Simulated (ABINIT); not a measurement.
Here is an ABINIT 10.8.3 (patched build) calculation.

File run.abi:

```
# Datasets: ground state, then fixed potential
ndtset 2

# Pseudopotentials
pp_dirpath "./"
pseudos "Sn.GGA_PBE-JTH.xml"

# Structure
acell 3*1.0 Angstrom
rprim
    -2.9401404553     2.9401404553     1.5993019889
     2.9401404553    -2.9401404553     1.5993019889
     2.9401404553     2.9401404553    -1.5993019889
ntypat 1
znucl 50
natom 2
typat 1 1
xcart
     0.0000000000     0.0000000000     0.0000000000
     0.0000000000     5.5560602284     1.5111213748

# Plane-wave basis
ecut 408.170794 eV
pawecutdg 30.0

# Exchange and correlation
ixc 27

# Bands and occupations
occopt 3
tsmear 0.05 eV

# SCF cycle
nstep 100

# Output
iomode 3
prtwf 0
prteig 0
prtebands 0
prtden1 1

# Dataset 1
kptopt1 1
ngkpt1 9 9 9
nshiftk1 1
shiftk1 0.0 0.0 0.0
nband1 18
tolvrs1 1.0e-9

# Dataset 2: bands along G-X-M-G-Z-P-N-Z1-M
iscf2 -2
getden2 1
nband2 22
nbdbuf2 2
tolwfr2 1.0e-12
kptopt2 -8
ndivsm2 6
prteig2 1
kptbounds2
     0.0000000000     0.0000000000     0.0000000000
     0.0000000000     0.0000000000     0.5000000000
    -0.5000000000     0.5000000000     0.5000000000
     0.0000000000     0.0000000000     0.0000000000
     0.3239715651     0.3239715651    -0.3239715651
     0.2500000000     0.2500000000     0.2500000000
     0.0000000000     0.5000000000     0.0000000000
    -0.3239715651     0.6760284349     0.3239715651
    -0.5000000000     0.5000000000     0.5000000000
```

Potentials or basis: JTH PAW PBE v2.0.

Launch:

```console
$ abinit run.abi > log 2>&1
```

Task: Predict the band gap on the k mesh.

Result: None (metal or under the smearing width).

Levels at the corners of the path, in eV from the Fermi level:
```
point  band 11  band 12  band 13  band 14  band 15  band 16  band 17  band 18
    Γ   -10.99    -3.82    -1.94    -1.94     3.22     6.08     6.08     6.64
    X    -8.81    -8.81     0.56     0.56     1.56     1.56     5.95     5.95
    M    -7.57    -7.57    -4.62    -4.62     5.00     5.00     9.09     9.09
    Γ   -10.99    -3.82    -1.94    -1.94     3.22     6.08     6.08     6.64
    Z    -6.56    -5.61    -2.91    -2.79    -2.79     2.90     5.51     5.51
    P    -6.01    -6.01    -3.40    -3.40     3.47     3.47     3.83     3.83
    N    -6.94    -5.34    -2.36    -1.66    -1.10     2.39     2.79     4.54
   Z1    -6.56    -5.61    -2.91    -2.79    -2.79     2.90     5.51     5.51
    M    -7.57    -7.57    -4.62    -4.62     5.00     5.00     9.09     9.09
```

Caveat: spin-orbit coupling is left out, which moves the levels of the heavy elements.
